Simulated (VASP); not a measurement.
# PbTe: molecular dynamics with a thermostat

PbTe, Fm-3m (no. 225), 8 atoms in the cell. PBE, molecular dynamics; PAW potentials Pb, Te (PBE set).

Ensemble: Nose-Hoover chain; Target temperature (K): 600.

## Input

INCAR:
```
GGA = PE ; PREC = Normal
ENCUT = 200 ; EDIFF = 1E-6
NELMIN = 4 ; NELM = 60
ALGO = Normal ; LREAL = Auto
LASPH = True ; ISMEAR = 0
SIGMA = 0.05 ; ISYM = 0
LWAVE = False ; LCHARG = False
IBRION = 0 ; NSW = 60
POTIM = 4.0 ; TEBEG = 600
ISIF = 2 ; RANDOM_SEED = 377889 0 0
MDALGO = 4 ; NHC_NCHAINS = 3
NHC_PERIOD = 30 ; KPAR = 2
```

KPOINTS:
```
k-points
0
Monkhorst-Pack
  2 2 2
```

POSCAR:
```
TePb
1.0
    6.4620000000      0.0000000000      0.0000000000
    0.0000000000      6.4620000000      0.0000000000
    0.0000000000      0.0000000000      6.4620000000
Pb Te
4 4
Direct
    0.0000000000      0.0000000000      0.0000000000
    0.0000000000      0.5000000000      0.5000000000
    0.5000000000      0.0000000000      0.5000000000
    0.5000000000      0.5000000000      0.0000000000
    0.5000000000      0.0000000000      0.0000000000
    0.5000000000      0.5000000000      0.5000000000
    0.0000000000      0.0000000000      0.5000000000
    0.0000000000      0.5000000000      0.0000000000
```

Commands:
```
cat potpaw_PBE.64/Pb/POTCAR potpaw_PBE.64/Te/POTCAR > POTCAR
mpirun -np 2 vasp_std > vasp.out
```

## Result

- Mean temperature (K): 375
- Standard error of the mean temperature (K): 77
- Relative fluctuation of the kinetic energy: 0.471
- Canonical value of that fluctuation: 0.309
- Rise of the mean potential energy above the start (meV/atom): 42.8
- Electronic steps per ionic step after the first: 4.0

Course of the run:

| Time (fs) | Temperature (K) | Potential energy less the first (meV/atom) |
|---|---|---|
| 4 | 600 | 0.0 |
| 24 | 531 | 7.8 |
| 40 | 405 | 22.4 |
| 60 | 230 | 43.0 |
| 76 | 145 | 53.5 |
| 96 | 168 | 52.6 |
| 112 | 286 | 42.2 |
| 132 | 485 | 27.0 |
| 148 | 609 | 21.3 |
| 168 | 629 | 28.6 |
| 184 | 525 | 45.6 |
| 204 | 316 | 73.1 |
| 220 | 179 | 90.2 |
| 240 | 150 | 95.0 |

REPORT:
```
MDALGO =   4
           NHC_NCHAINS =   3
            NHC_PERIOD =    30
            NHC_NRESPA =    1
                NHC_NS =  1
               SCALING =       0
                 CNEXP =     9.000   14.000
           RANDOM_SEED =            377889                0                0

   original number of atomic DOF:         21
   number of independent constraints:      0
   number of active DOF:                  21

========================================
         MD step No.       1
========================================

  Atomic velocities initialized by STEP_tb

  >Nose-Hoover_chains
                       xs       vs(fs^-1)
   nhc_s>  -0.23512560E-10  -0.23510111E-10
   nhc_s>  -0.13889371E-03  -0.13889853E-03
   nhc_s>  -0.13888889E-03  -0.13886960E-03

  >Energies
                    E_tot             E_pot             E_kin               EPS                ES
   e_b>   -0.31774394E+02   -0.32317289E+02    0.54289521E+00    0.14361312E-04   -0.14362584E-04

  >Temperature
               T_sim     T_inst
   tmprt>    600.000    600.000

           RANDOM_SEED =            377889               48                0

[... steps left out ...]

========================================
         MD step No.      60
========================================

  >Nose-Hoover_chains
                       xs       vs(fs^-1)
   nhc_s>  -0.51748173E+00  -0.23777938E-02
   nhc_s>   0.13655070E+01   0.14003856E-01
   nhc_s>  -0.48239011E+00   0.11189045E-01

  >Energies
                    E_tot             E_pot             E_kin               EPS                ES
   e_b>   -0.31773744E+02   -0.31557228E+02    0.13588811E+00    0.16381218E+00   -0.51621584E+00

  >Temperature
               T_sim     T_inst
   tmprt>    600.000    150.182

           RANDOM_SEED =            377889               48                0
```

OSZICAR:
```
N       E                     dE             d eps       ncg     rms          rms(c)
DAV:   1     0.109184036744E+03    0.10918E+03   -0.80942E+03   200   0.573E+02
DAV:   2    -0.235308911498E+02   -0.13271E+03   -0.13161E+03   245   0.130E+02
DAV:   3    -0.324000346361E+02   -0.88691E+01   -0.88517E+01   238   0.387E+01
DAV:   4    -0.325839780611E+02   -0.18394E+00   -0.18387E+00   280   0.640E+00
DAV:   5    -0.325883280810E+02   -0.43500E-02   -0.43493E-02   248   0.941E-01    0.148E+01
DAV:   6    -0.323141751630E+02    0.27415E+00   -0.79016E-01   248   0.279E+00    0.904E+00
DAV:   7    -0.323260313785E+02   -0.11856E-01   -0.49579E-01   288   0.227E+00    0.184E+00
DAV:   8    -0.323168239333E+02    0.92074E-02   -0.74855E-02   256   0.100E+00    0.111E+00
DAV:   9    -0.323173055871E+02   -0.48165E-03   -0.32070E-03   272   0.270E-01    0.326E-01
DAV:  10    -0.323172439901E+02    0.61597E-04   -0.21597E-03   304   0.145E-01    0.118E-01
DAV:  11    -0.323172645365E+02   -0.20546E-04   -0.10434E-04   272   0.448E-02    0.462E-02
DAV:  12    -0.323172919692E+02   -0.27433E-04   -0.58479E-05   272   0.328E-02    0.934E-02
[... left out ...]
     58 T=   140. E= -.31772578E+02 F= -.31552603E+02 E0= -.31552603E+02  EK= 0.12766E+00 SP= -.51E+00 SK= 0.16E+00
     59 T=   141. E= -.31772522E+02 F= -.31551674E+02 E0= -.31551674E+02  EK= 0.12909E+00 SP= -.51E+00 SK= 0.16E+00
[... last step whole ...]
       N       E                     dE             d eps       ncg     rms          rms(c)
DAV:   1    -0.315572281460E+02   -0.55537E-02   -0.45033E-03   114   0.680E-01    0.509E-03
DAV:   2    -0.315572284381E+02   -0.29206E-06   -0.78914E-06   271   0.102E-02    0.153E-03
DAV:   3    -0.315572284511E+02   -0.13005E-07   -0.11402E-07   114   0.184E-03    0.110E-03
DAV:   4    -0.315572284568E+02   -0.57030E-08   -0.27677E-08   106   0.818E-04
     60 T=   150. E= -.31772435E+02 F= -.31557228E+02 E0= -.31557228E+02  EK= 0.13720E+00 SP= -.52E+00 SK= 0.16E+00
```

Limits: 240 fs of 8 atoms are too short for converged averages.

VASP 6.6.1 took 142 s on 2 cores (Intel Xeon Platinum 8375C @ 2.90GHz (Ice Lake)), a shared host.
